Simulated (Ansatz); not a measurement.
## Ru: enthalpy under pressure, worked through

Level of theory: Ansatz 0.2.0, DFT PBEsol, scalar-relativistic, plane waves, PAW. Run with 420 eV cutoff, 18×18×10 k-mesh, Gaussian smearing of 0.10 eV, no spin polarisation.

Reference structure (relaxed):

```xyz
2
Lattice="2.6895 0.0000 0.0000 -1.3447 2.3292 0.0000 0.0000 0.0000 4.2519" Properties=species:S:1:pos:R:3 pbc="T T T"
Ru    0.0000    1.5528    1.0630
Ru    1.3447    0.7764    3.1890
```

Cell and atoms were relaxed at each target pressure within the start's symmetry (P6_3/mmc), at zero temperature; other phases can be more stable under pressure. H = E + PV with P the target; E is the free energy at the smearing used, whose derivative the pressure is, per atom and counted from zero pressure.

| P (GPa) | V (Å³/atom) | E − E0 (meV) | H − H0 (meV) |
| --- | --- | --- | --- |
| 0 | 13.318 | 0.0 | 0.0 |
| 3 | 13.206 | 1.0 | 248.3 |
| 8 | 13.030 | 7.1 | 657.7 |
| 15 | 12.804 | 23.2 | 1221.9 |
| 30 | 12.384 | 81.5 | 2400.4 |
| 60 | 11.721 | 264.7 | 4654.1 |

Task: Thermodynamics gives dH/dP = V along a relaxed path. Integrate V over P by the trapezoid rule and compare with the computed enthalpies.

Result: With 1 eV/Å³ = 160.22 GPa, each step adds the mean volume times ΔP / 160.22:
| P (GPa) | ∫V dP (meV) | H − H0 (meV) | difference (meV) |
| --- | --- | --- | --- |
| 3 | 248.3 | 248.3 | 0.0 |
| 8 | 657.7 | 657.7 | 0.0 |
| 15 | 1222.0 | 1221.9 | 0.1 |
| 30 | 2401.1 | 2400.4 | 0.7 |
| 60 | 4657.9 | 4654.1 | 3.8 |

V(P) curves upward, so the trapezoid rule runs high; integrating a smooth curve through the same points (P as a polynomial of degree 4 in ln V) puts that excess at about 3.7 meV at 60 GPa, against the 3.8 meV found.

Task: At 60 GPa, how much of the enthalpy change is stored energy and how much is the PV term?

Result: E rises by 265 meV/atom and PV is 60 × 11.721 / 160.22 = 4389 meV/atom, so PV makes 94 % of ΔH. So between rival structures at high pressure a small difference in volume can outweigh the difference in energy: 1 % of this volume is worth 43.9 meV/atom at this pressure.

Task: What bulk modulus do the lowest pressures give, and how is the compression shared among the axes?

Result: From the pressures that the runs reached, -2.98 GPa (13.436 Å³) and 3.00 GPa (13.206 Å³), B = −ΔP/Δln V = 5.98 / 0.0173 = 347 GPa, a mean over that range. The linear compressibilities −Δln(length)/ΔP are 1.00 along a, 1.00 along b, 0.88 along c (in TPa⁻¹). With fixed angles they add up to 1/B: 2.89 against 2.89. Softest: a and b, at 35 % of the volume change per axis.